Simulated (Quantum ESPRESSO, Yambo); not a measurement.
An input for Yambo 5.3.0 (CdSe (F-43m)):

```
HF_and_locXC
gw0
dyson
ppa
em1d
rim_cut
RandQpts= 1000000
RandGvec= 1 RL
EXXRLvcs= 104 Ry
VXCRLvcs= 416 Ry
Chimod= "HARTREE"
% BndsRnXp
 1 | 103 |
%
NGsBlkXp= 11 Ry
% LongDrXp
 1 | 1 | 1 |
%
% GbndRnge
 1 | 103 |
%
DysSolver= "n"
ExtendOut
PPAPntXp= 27.21138 eV
% QPkrange
 1 | 1 | 21 | 24 |
%
```

```sh
OMP_NUM_THREADS=1 mpirun -n 4 yambo -F gw1.in -J gw1 -C gw1 > gw1.log
```

The stored states that it reads are on a 4×4×4 mesh. It takes space group F-43m (No. 216, cubic). Conventional cell: a = 6.050 Å, b = 6.050 Å, c = 6.050 Å, α = 90.00°, β = 90.00°, γ = 90.00°. Nearest to Cd lie 4 Se at 2.62 Å. Se has 4 Cd at 2.62 Å nearest. Farther neighbours and most contacts between anions are not listed.

Question: Estimate wall time and host memory on 4 MPI ranks of AMD EPYC 7571, shared host.

It took 5.5 min; on shared hardware allow 2.8 min to 11 min. Peak host memory was 2.4 GiB.

The screening grows as filled bands × empty bands × pairs of k points, times the square of the screening basis for the matrix.

[Paths, hosts, dates, memory and timing lines, banners, echoed tables and standing remarks are left out of the program output.]

[Logs are printed without paths, hosts, clocks, repeated set-up lines and the standing remarks that a program may print on its own settings, such as how far it seeks lower states.]

[Runs of the session that timed out or met a known fault of the program may be left out.]

[Hosts, paths, dates, database ids (printed as entryN), source tags and the programs' standing remarks are cut or masked in the printed files.]
